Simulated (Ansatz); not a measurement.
# Energy landscape near a SnO structure

Method: DFT PBE, scalar-relativistic, plane waves, PAW (Ansatz).

Cutoff 420 eV; k points 8×6×6 on the computed 4-atom cell (Γ-centred); Gaussian smearing, width 0.02 eV; no spin polarisation.

Reference cell:

```
CELL_PARAMETERS angstrom
3.35500 0.00000 0.00000
0.00000 5.67410 0.00000
0.00000 0.00000 4.22197
ATOMIC_POSITIONS crystal
Sn 0.00000 0.23191 0.51314
Sn 0.50000 0.76809 0.01314
O 0.00000 0.89125 0.73686
O 0.50000 0.10875 0.23686
```

Each variant moves atoms of this cell by the vectors given, if any (Å), and then applies a symmetric strain (tensor components, Cartesian axes). The reference cell isn't relaxed at this level. Energies are per atom at zero smearing, counted from the lowest variant. Pressure is positive in compression.

1. no strain; moves: O3 (0.000, 0.000, 0.225)
2. strain (xx yy zz yz xz xy, %) -2.16 -0.60 -0.72 0.00 0.00 0.00; moves: Sn1 (0.000, -0.320, 0.102); Sn2 (0.000, 0.320, 0.102); O3 (0.000, 0.045, -0.102); O4 (0.000, -0.045, -0.102)
3. strain (xx yy zz yz xz xy, %) 4.00 3.61 5.31 0.00 0.00 0.28; moves: Sn1 (0.008, 0.033, -0.036); Sn2 (-0.008, -0.033, -0.036); O3 (-0.032, 0.049, 0.036); O4 (0.032, -0.049, 0.036)
4. strain (xx yy zz yz xz xy, %) 2.82 1.02 1.62 0.00 0.00 0.00; moves: Sn1 (0.000, -0.019, -0.147); Sn2 (0.000, 0.019, -0.147); O3 (0.000, -0.285, 0.147); O4 (0.000, 0.285, 0.147)

| result | ΔE (meV/atom) | P (GPa) | largest force (eV/Å) | gap on mesh (eV) |
| --- | --- | --- | --- | --- |
| A | 312.6 | 8.72 | 3.42 | 1.56 |
| B | 24.5 | -7.08 | 1.79 | 1.49 |
| C | 0.0 | 2.95 | 2.00 | 1.40 |
| D | 863.8 | 36.24 | 12.77 | 1.52 |

(1) Which variant gave which result?

Each cell of SnO holds layers, and where no dispersion correction was added their binding is poorly described.

Results:

(1) A is 4, B is 3, C is 1, D is 2.

This form isn't the usual stable structure of the compound.